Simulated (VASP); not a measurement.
# Co (P-3m1) in VASP: equation of state

Aim: energy against volume of Co in PBE, for its equilibrium volume and stiffness.

All numbers are computed with VASP 6.6.1; they aren't measurements. Logs are shortened: lines on timing, memory, paths and dates and some standing lists are left out, and cuts for length are marked.

## Step 1: The structure

Symmetry: P-3m1, No. 164, trigonal system. Conventional cell: a = 2.487 Å, b = 2.487 Å, c = 4.063 Å, α = 90.00°, β = 90.00°, γ = 120.00°. Co (site symmetry 3m) is surrounded by 12 Co at 2.42 to 2.55 Å.

## Step 2: Equation of state, PBE, collinear spin, ferromagnetic start, 10.23 Å³/atom (volume scaled by 0.94)

Input file INCAR:

```
SYSTEM = Co
PREC = Accurate
ENCUT = 520
EDIFF = 1E-7
ISMEAR = -1
SIGMA = 0.05
LREAL = .False.
LASPH = .True.
NELM = 100
ALGO = Normal
ISIF = 2
LWAVE = .False.
LCHARG = .False.
ISPIN = 2
MAGMOM = 2 2
LORBIT = 11
LMAXMIX = 4
GGA = PE
NBANDS = 20
```

Input file KPOINTS:

```
Automatic mesh
0
Gamma
  12 12 7
  0 0 0
```

Input file POSCAR:

```
Co
1.0
    2.4365880777      0.0000000000      0.0000000000
   -1.2182940388      2.1101471738      0.0000000000
    0.0000000000      0.0000000000      3.9803419532
Co
2
Direct
    0.3333333333      0.6666666667      0.7401390000
    0.6666666667      0.3333333333      0.2598610000
```

Potentials or basis: VASP PAW PBE potentials, release 64 (Co).

Launch:

```
$ cat potpaw_PBE.64/Co/POTCAR > POTCAR
$ mpirun -np 1 vasp_std > vasp.out
```

OUTCAR:

```text
SYSTEM = Co
   PREC = Accurate
   ENCUT = 520
   EDIFF = 1E-7
   ISMEAR = -1
   LREAL = .False.
   LASPH = .True.
   NELM = 100
   ISIF = 2
   ISPIN = 2
   LORBIT = 11
   GGA = PE

 ion  position               nearest neighbor table
   1  0.333  0.667  0.740-   2 2.37   2 2.37   2 2.37   2 2.50   2 2.50   2 2.50
   2  0.667  0.333  0.260-   1 2.37   1 2.37   1 2.37   1 2.50   1 2.50   1 2.50

  LATTYP: Found a hexagonal cell.
 ALAT       =     2.4365880777
 C/A-ratio  =     1.6335719565

  Lattice vectors:

 A1 = (   2.4365880777,   0.0000000000,   0.0000000000)
 A2 = (  -1.2182940388,   2.1101471738,   0.0000000000)
 A3 = (   0.0000000000,   0.0000000000,   3.9803419532)

Analysis of symmetry for initial positions (statically):
=====================================================================
 Subroutine PRICEL returns:
 Original cell was already a primitive cell.

 Routine SETGRP: Setting up the symmetry group for a
 hexagonal supercell.

 Subroutine GETGRP returns: Found 12 space group operations
 (whereof 12 operations were pure point group operations)
 out of a pool of 24 trial point group operations.

The static configuration has the point symmetry D_3d.

Analysis of symmetry for dynamics (positions and initial velocities):
=====================================================================
 Subroutine PRICEL returns:
 Original cell was already a primitive cell.

 Routine SETGRP: Setting up the symmetry group for a
 hexagonal supercell.

 Subroutine GETGRP returns: Found 12 space group operations
 (whereof 12 operations were pure point group operations)
 out of a pool of 24 trial point group operations.

The dynamic configuration has the point symmetry D_3d.

Analysis of structural, dynamic, and magnetic symmetry:
=====================================================================
 Subroutine PRICEL returns:
 Original cell was already a primitive cell.

 Routine SETGRP: Setting up the symmetry group for a
 hexagonal supercell.

 Subroutine GETGRP returns: Found 12 space group operations
 (whereof 12 operations were pure point group operations)
 out of a pool of 24 trial point group operations.

The overall configuration has the point symmetry D_3d.

 Subroutine INISYM returns: Found 12 space group operations
 (whereof 12 operations are pure point group operations),
 and found     1 'primitive' translations

----------------------------------------------------------------------------------------

                                     Primitive cell

  volume of cell :      20.4652

  direct lattice vectors                    reciprocal lattice vectors
     2.436588078  0.000000000  0.000000000     0.410409954  0.236950297  0.000000000
    -1.218294039  2.110147174  0.000000000     0.000000000  0.473900594  0.000000000
     0.000000000  0.000000000  3.980341953     0.000000000  0.000000000  0.251234696

  length of vectors
     2.436588078  2.436588078  3.980341953     0.473900594  0.473900594  0.251234696

  position of ions in fractional coordinates (direct lattice)
     0.333333333  0.666666667  0.740139000
     0.666666667  0.333333333  0.259861000

  ion indices of the primitive-cell ions
   primitive index   ion index
                 1           1
                 2           2

----------------------------------------------------------------------------------------

 KPOINTS: Automatic mesh

Automatic generation of k-mesh.
 Grid dimensions read from file:
 generate k-points for:   12   12    7

 Generating k-lattice:

  Cartesian coordinates                     Fractional coordinates (reciprocal lattice)
     0.034200829  0.019745858  0.000000000     0.083333333 -0.000000000  0.000000000
     0.000000000  0.039491716  0.000000000     0.000000000  0.083333333  0.000000000
     0.000000000  0.000000000  0.035890671     0.000000000  0.000000000  0.142857143

  Length of vectors
     0.039491716  0.039491716  0.035890671

  Shift w.r.t. Gamma in fractional coordinates (k-lattice)
     0.000000000  0.000000000  0.000000000

 Subroutine IBZKPT returns following result:
 ===========================================

 Found    112 irreducible k-points:

 Following reciprocal coordinates:
            Coordinates               Weight
  0.000000  0.000000  0.000000      1.000000
  0.083333 -0.000000  0.000000      6.000000
  0.166667  0.000000  0.000000      6.000000
  0.250000 -0.000000  0.000000      6.000000
  0.333333  0.000000  0.000000      6.000000
  0.416667 -0.000000  0.000000      6.000000
[... 42 lines left out ...]
 -0.250000 -0.416667  0.142857     12.000000
  0.333333  0.333333  0.142857      4.000000
 [... further k-points ...]
   k-points           NKPTS =    112   k-points in BZ     NKDIM =    112   number of bands    NBANDS=     20
   number of dos      NEDOS =    301   number of ions     NIONS =      2
   total plane-waves  NPLWV =   9720
   dimension x,y,z NGX =    18 NGY =   18 NGZ =   30
[... 104 lines left out ...]
     19      38.6171      0.00000
     20      40.8048      0.00000

 k-point     4 :       0.2500   -0.0000    0.0000
  band No.  band energies     occupation
      1       3.9576      1.00000
      2       6.5269      1.00000
      3       7.3634      1.00000
      4       7.7556      1.00000
      5       8.4083      1.00000
      6       8.6792      1.00000
[... 797 lines left out ...]
 k-point    39 :       0.4167    0.0833    0.1429
  band No.  band energies     occupation
      1       5.9625      1.00000
      2       6.2145      1.00000
      3       6.7935      1.00000
      4       7.7042      1.00000
      5       8.2890      1.00000
      6       8.9107      1.00000
[... 12 lines left out ...]
     19      36.2101      0.00000
     20      36.3327      0.00000

 k-point    40 :      -0.0833    0.5000    0.1429
  band No.  band energies     occupation
      1       5.9144      1.00000
      2       6.2801      1.00000
      3       6.8574      1.00000
      4       7.6011      1.00000
      5       8.2969      1.00000
      6       8.9183      1.00000
[... 12 lines left out ...]
     19      36.1927      0.00000
     20      36.3118      0.00000

 [... further k-points ...]

 spin component 2

 k-point     1 :       0.0000    0.0000    0.0000
  band No.  band energies     occupation
      1       1.8627      1.00000
      2       6.5824      1.00000
      3       9.9124      1.00000
      4      10.0154      1.00000
      5      10.0154      1.00000
      6      10.3595      1.00000
[... 12 lines left out ...]
     19      38.5500      0.00000
     20      38.5500      0.00000

 k-point     2 :       0.0833   -0.0000    0.0000
  band No.  band energies     occupation
      1       2.1199      1.00000
      2       6.7599      1.00000
      3       9.6681      1.00000
      4      10.1281      1.00000
      5      10.1510      1.00000
      6      10.2231      1.00000
[... 12 lines left out ...]
     19      39.1923      0.00000
     20      41.0266      0.00000

 k-point     3 :       0.1667    0.0000    0.0000
  band No.  band energies     occupation
      1       2.8666      1.00000
      2       7.2130      1.00000
      3       9.1641      1.00000
      4       9.4021      1.00000
      5      10.0451      1.00000
      6      10.5010      1.00000
[... 12 lines left out ...]
     19      38.7446      0.00000
     20      41.1186      0.00000

 k-point     4 :       0.2500   -0.0000    0.0000
  band No.  band energies     occupation
      1       4.0139      1.00000
      2       7.6404      1.00000
      3       8.4745      1.00000
      4       9.0389      1.00000
      5       9.8809      1.00000
      6      10.3209      1.00000
[... 797 lines left out ...]
 k-point    39 :       0.4167    0.0833    0.1429
  band No.  band energies     occupation
      1       6.8684      1.00000
      2       7.3344      1.00000
      3       7.8683      1.00000
      4       8.7945      1.00000
      5       9.8533      1.00000
      6      10.3549      1.00000
[... 12 lines left out ...]
     19      36.4309      0.00000
     20      36.6710      0.00000

 k-point    40 :      -0.0833    0.5000    0.1429
  band No.  band energies     occupation
      1       6.8256      1.00000
      2       7.4145      1.00000
      3       7.9600      1.00000
      4       8.6162      1.00000
      5       9.8589      1.00000
      6      10.3628      1.00000
[... 12 lines left out ...]
     19      36.4277      0.00000
     20      36.6326      0.00000

 [... further k-points ...]

------------------------ aborting loop because EDIFF is reached ----------------------------------------

  FORCE on cell =-STRESS in cart. coord.  units (eV):
  Direction    XX          YY          ZZ          XY          YZ          ZX
  --------------------------------------------------------------------------------------
  -------------------------------------------------------------------------------------
  Total        1.9874028      1.9874028      1.5886986      0.0000000      0.0000000      0.0000000
  in kB      155.5898435    155.5898435    124.3760775      0.0000000      0.0000000      0.0000000
  external PRESSURE =     145.1852548 kB  Pullay stress =       0.0000000 kB

 VOLUME and BASIS-vectors are now :
 -----------------------------------------------------------------------------
  energy-cutoff  :      520.00
  volume of cell :       20.47
      direct lattice vectors                 reciprocal lattice vectors
     2.436588078  0.000000000  0.000000000     0.410409954  0.236950297  0.000000000
    -1.218294039  2.110147174  0.000000000     0.000000000  0.473900594  0.000000000
     0.000000000  0.000000000  3.980341953     0.000000000  0.000000000  0.251234696

 POSITION                                       TOTAL-FORCE (eV/Angst)
 -----------------------------------------------------------------------------------
     -0.00000      1.40676      2.94601        -0.000000     -0.000000      0.713923
      1.21829      0.70338      1.03434         0.000000      0.000000     -0.713923
 -----------------------------------------------------------------------------------
    total drift:                                0.000000     -0.000000     -0.000000

  FREE ENERGIE OF THE ION-ELECTRON SYSTEM (eV)
  ---------------------------------------------------
  free  energy   TOTEN  =       -13.9972513880 eV

  energy  without entropy=      -13.9815365351  energy(sigma->0) =      -13.98939396

 total charge

# of ion       s       p       d       tot
------------------------------------------
    1        0.516   0.577   7.309   8.401
    2        0.516   0.577   7.309   8.401
--------------------------------------------------
tot          1.031   1.154  14.618  16.803

 magnetization (x)

# of ion       s       p       d       tot
------------------------------------------
    1       -0.015  -0.054   1.634   1.564
    2       -0.015  -0.054   1.634   1.564
--------------------------------------------------
tot         -0.031  -0.109   3.268   3.128
```

It took 62 s on 1 thread of Intel Xeon Platinum 8488C (Sapphire Rapids), shared host; peak memory 0.18 GiB.

Results:

```
Free energy                                           : -13.9973 eV
Pressure                                              : 14.5 GPa
Largest force                                         : 0.714 eV/Å
Band gap on the k mesh                                : none (metal or under the smearing width)
Net moment                                            : 3.11 μB per cell
Site moments                                          : Co +1.56 μB
Valence electrons inside the program's atomic spheres : Co 8.40
```

## Step 3: Equation of state, PBE, collinear spin, ferromagnetic start, 10.45 Å³/atom (volume scaled by 0.96)

Input file INCAR:

```
SYSTEM = Co
  PREC = Accurate
  ENCUT = 520
  EDIFF = 1E-7
  ISMEAR = -1
  SIGMA = 0.05
  LREAL = .False.
  LASPH = .True.
  NELM = 150
  ALGO = Normal
  ISIF = 2
  LWAVE = .False.
  LCHARG = .False.
  ISPIN = 2
  MAGMOM = 2 2
  LORBIT = 11
  LMAXMIX = 4
  GGA = PE
  NBANDS = 20
```

KPOINTS is that of step 2.

Input file POSCAR:

```
Co
1.0
    2.4537477140      0.0000000000      0.0000000000
   -1.2268738570      2.1250078548      0.0000000000
    0.0000000000      0.0000000000      4.0083734539
Co
2
Direct
    0.3333333333      0.6666666667      0.7401390000
    0.6666666667      0.3333333333      0.2598610000
```

Potentials or basis: VASP PAW PBE potentials, release 64 (Co).

Launch:

```
$ cat potpaw_PBE.64/Co/POTCAR > POTCAR
$ mpirun -np 1 vasp_std > vasp.out
```

Run time: 1.7 min. Hardware: 1 thread of Intel Xeon Platinum 8488C (Sapphire Rapids), shared host; peak memory 0.18 GiB.

The run converged. Its results:

* Free energy: -14.0294 eV
* Pressure: 9.2 GPa
* Largest force: 0.628 eV/Å
* Band gap on the k mesh: none (metal or under the smearing width)
* Net moment: 3.17 μB per cell
* Site moments: Co +1.60 μB
* Valence electrons inside the program's atomic spheres: Co 8.36

## Step 4: Equation of state, PBE, collinear spin, ferromagnetic start, 10.67 Å³/atom (volume scaled by 0.98)

Input file INCAR:

```
PREC     = Accurate       # precision mode
ENCUT    = 520            # plane-wave cutoff, eV
EDIFF    = 1E-7           # SCF threshold, eV
ISMEAR   = -1             # smearing method
SIGMA    = 0.05           # smearing width, eV
LREAL    = F              # projectors in reciprocal space
LASPH    = T              # aspherical terms in the spheres
NELM     = 120            # most SCF steps
ALGO     = Normal         # electronic algorithm
ISIF     = 2              # what is computed and relaxed
LWAVE    = F              # write WAVECAR
LCHARG   = F              # write CHGCAR
ISPIN    = 2              # spin polarisation
MAGMOM   = 2 2            # initial moments
LORBIT   = 11             # projections on sites
LMAXMIX  = 4              # l up to which the mixer works
GGA      = PE             # functional
NBANDS   = 20             # bands
```

Input file KPOINTS:

```
regular mesh
0
Gamma
  12 12 7
```

Input file POSCAR:

```
Co
1.0
    2.4706706468      0.0000000000      0.0000000000
   -1.2353353234      2.1396635445      0.0000000000
    0.0000000000      0.0000000000      4.0360182824
Co
2
Direct
    0.3333333333      0.6666666667      0.7401390000
    0.6666666667      0.3333333333      0.2598610000
```

Launch:

```
$ cat potpaw_PBE.64/Co/POTCAR > POTCAR
$ mpirun -np 1 vasp_std > vasp.out
```

Run time: 67 s. Hardware: 1 thread of Intel Xeon Platinum 8488C (Sapphire Rapids), shared host; peak memory 0.18 GiB.

The run converged. Its results:

```yaml
Free_energy: -14.0477 eV
Pressure: 4.4 GPa
Largest_force: 0.551 eV/Å
Band_gap_on_the_k_mesh: none (metal or under the smearing width)
Net_moment: 3.22 μB per cell
Site_moments: Co +1.62 μB
Valence_electrons_inside_the_program's_atomic_spheres: Co 8.31
```

## Step 5: Equation of state, PBE, collinear spin, ferromagnetic start, 11.10 Å³/atom (volume scaled by 1.02)

Input file INCAR:

```
SYSTEM = Co
ALGO = Normal
EDIFF = 1E-7
ENCUT = 520
GGA = PE
ISIF = 2
ISMEAR = -1
ISPIN = 2
LASPH = .True.
LCHARG = .False.
LMAXMIX = 4
LORBIT = 11
LREAL = .False.
LWAVE = .False.
MAGMOM = 2 2
NBANDS = 20
NELM = 100
PREC = Accurate
SIGMA = 0.05
```

Input file KPOINTS:

```
k-points
0
Gamma
  12 12 7
  0 0 0
```

Input file POSCAR:

```
Co
1.0
    2.5038379689      0.0000000000      0.0000000000
   -1.2519189845      2.1683872881      0.0000000000
    0.0000000000      0.0000000000      4.0901994896
Co
2
Direct
    0.3333333333      0.6666666667      0.7401390000
    0.6666666667      0.3333333333      0.2598610000
```

Launch:

```
$ cat potpaw_PBE.64/Co/POTCAR > POTCAR
$ mpirun -np 1 vasp_std > vasp.out
```

It took 66 s on 1 thread of Intel Xeon Platinum 8488C (Sapphire Rapids), shared host; peak memory 0.19 GiB.

The run converged. Its results:

```yaml
Free_energy: -14.0483 eV
Pressure: -3.8 GPa
Largest_force: 0.419 eV/Å
Band_gap_on_the_k_mesh: none (metal or under the smearing width)
Net_moment: 3.29 μB per cell
Site_moments: Co +1.67 μB
Valence_electrons_inside_the_program's_atomic_spheres: Co 8.23
```

## Step 6: Equation of state, PBE, collinear spin, ferromagnetic start, 11.32 Å³/atom (volume scaled by 1.04)

Input file INCAR:

```
PREC = Accurate
ENCUT = 520
EDIFF = 1E-7
ISMEAR = -1
SIGMA = 0.05
LREAL = F
LASPH = T
NELM = 100
ALGO = Normal
ISIF = 2
LWAVE = F
LCHARG = F
ISPIN = 2
MAGMOM = 2 2
LORBIT = 11
LMAXMIX = 4
GGA = PE
NBANDS = 20
```

Input file KPOINTS:

```
regular mesh
0
Gamma
  12 12 7
```

Input file POSCAR:

```
Co
1.0
    2.5200971126      0.0000000000      0.0000000000
   -1.2600485563      2.1824681195      0.0000000000
    0.0000000000      0.0000000000      4.1167599708
Co
2
Direct
    0.3333333333      0.6666666667      0.7401390000
    0.6666666667      0.3333333333      0.2598610000
```

Potentials or basis: VASP PAW PBE potentials, release 64 (Co).

Launch:

```
$ cat potpaw_PBE.64/Co/POTCAR > POTCAR
$ mpirun -np 1 vasp_std > vasp.out
```

It took 65 s on 1 thread of Intel Xeon Platinum 8488C (Sapphire Rapids), shared host; peak memory 0.19 GiB.

It converged, with:

```
Free energy                                           : -14.0330 eV
Pressure                                              : -7.4 GPa
Largest force                                         : 0.362 eV/Å
Band gap on the k mesh                                : none (metal or under the smearing width)
Net moment                                            : 3.32 μB per cell
Site moments                                          : Co +1.69 μB
Valence electrons inside the program's atomic spheres : Co 8.20
```

## Step 7: Equation of state, PBE, collinear spin, ferromagnetic start, 11.54 Å³/atom (volume scaled by 1.06)

Input file INCAR:

```
  PREC = Accurate
  ENCUT = 520
  EDIFF = 1E-7
  ISMEAR = -1
  SIGMA = 0.05
  LREAL = F
  LASPH = T
  NELM = 100
  ALGO = Normal
  ISIF = 2
  LWAVE = F
  LCHARG = F
  ISPIN = 2
  MAGMOM = 2 2
  LORBIT = 11
  LMAXMIX = 4
  GGA = PE
  NBANDS = 20
```

Input file KPOINTS:

```
Automatic mesh
0
Gamma
  12 12 7
```

Input file POSCAR:

```
Co
1.0
    2.5361491194      0.0000000000      0.0000000000
   -1.2680745597      2.1963695652      0.0000000000
    0.0000000000      0.0000000000      4.1429820789
Co
2
Direct
    0.3333333333      0.6666666667      0.7401390000
    0.6666666667      0.3333333333      0.2598610000
```

Launch:

```
$ cat potpaw_PBE.64/Co/POTCAR > POTCAR
$ mpirun -np 1 vasp_std > vasp.out
```

Run time: 1.8 min. Hardware: 1 thread of Intel Xeon Platinum 8488C (Sapphire Rapids), shared host; peak memory 0.19 GiB.

Results (log left out):

```
Free energy                                           : -14.0086 eV
Pressure                                              : -10.5 GPa
Largest force                                         : 0.310 eV/Å
Band gap on the k mesh                                : none (metal or under the smearing width)
Net moment                                            : 3.34 μB per cell
Site moments                                          : Co +1.70 μB
Valence electrons inside the program's atomic spheres : Co 8.16
```

## Step 8: Equation of state, PBE, collinear spin, ferromagnetic start

Potentials or basis: VASP PAW PBE potentials, release 64 (Co).

No new run: the results of the series are fitted here.

Results:

- Equilibrium volume: 10.89 Å³/atom
- Bulk modulus at fixed shape and positions: 205 GPa
- Pressure derivative of the bulk modulus: 4.2

Energy against volume, from the lowest point:
```
volume (Å³/atom)  energy (meV/atom)
          10.233              28.18
          10.450              12.13
          10.668               2.95
          10.886               0.00
          11.103               2.65
          11.321              10.31
          11.539              22.51
```

Caveat: the cell was scaled at fixed shape and fractional positions, which overstates the stiffness of a crystal with free parameters, most of all of layers and chains.
